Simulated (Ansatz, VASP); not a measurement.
## Sb: VASP beside Ansatz

```
Sb
1.0
     3.16000    0.00000    0.00000
     0.00000    3.16000    0.00000
     0.00000    0.00000    3.16000
Sb
1
Cartesian
  0.0000 0.0000 0.0000
```

This isn't the form of Sb at room conditions, which is rhombohedral.

Alike in both runs: task single point; functional PBE; k mesh 5 × 5 × 5; occupations fermi-dirac, width 0.04 eV; no spin polarisation.

|  | VASP | Ansatz |
| --- | --- | --- |
| version | VASP 6.6.1 | Ansatz 0.2.0 |
| potentials or method | VASP PAW PBE potentials, release 64 (Sb), cutoff 520 eV | all-electron LAPW, scalar-relativistic |

|  | VASP | Ansatz | Ansatz less VASP |
| --- | --- | --- | --- |
| gap on the k mesh at the Fermi level (eV) | none | none | - |
| pressure (GPa) | -2.4 | -2.3 | +0.06 |

A gap of «none» marks a metal or a gap that the smearing closes. Ansatz ran all-electron here, so the differences hold the error of VASP's frozen core and of both bases.

Caveats: the k mesh is coarse (spacing up to 0.40 Å⁻¹), so the values aren't converged; the k mesh is thin for a metal, which can move the energy by tens of meV per atom (Ansatz). Spin-orbit coupling is left out, which matters for the levels of Sb.
